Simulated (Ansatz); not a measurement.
# BeSe2: balancing the decomposition

The calculation used DFT PBE, scalar-relativistic, plane waves, PAW (Ansatz 0.2.0). All cells share a 420 eV cutoff and Γ-centred k meshes spaced about 0.3 Å⁻¹ or finer (0.25 for metals, 2π included). No spin polarisation.

The zero of energy is the elements' standard structures at the same level; no fitted shifts are applied.

Temperature and zero-point effects are left out. Weakly bound directions are ill-defined at this level, which has no dispersion term (BeSe2 P4/nmm). The reference form of Se is held partly by dispersion forces, which this level lacks.

A trial structure of BeSe2 (reached from: a cell proposed by chemical analogy; relaxed: space group P4/nmm (No. 129), a = 3.694 Å, c = 11.472 Å) has a formation energy of -0.391 eV/atom. It holds Se–Se nets (shortest 2.61 Å). At its composition the lowest mixture among the elements and 1 reference phase computed alike (others may be missing) consists of these:

| phase | source | ΔE_f (eV/atom) |
| --- | --- | --- |
| Se (solid) | element | 0.000 |
| BeSe (F-43m) | COD | -0.797 |

Problem. Write the balanced decomposition and find its energy per atom, per formula unit and per mole of formula units.

Solution. Balancing Be and Se gives BeSe2 → Se + BeSe. The left side holds 3 atoms, and the products take 1/3 (Se) and 2/3 (BeSe) of them. The mixture therefore lies at 1/3 × (0.000) + 2/3 × (-0.797) = -0.531 eV/atom. The reaction energy is -0.531 − (-0.391) = -0.140 eV/atom. Times 3 atoms that is -0.420 eV per BeSe2, and times 96.485 it is -41 kJ per mole of BeSe2. Decomposition is downhill, so the trial structure is unstable against this mixture.
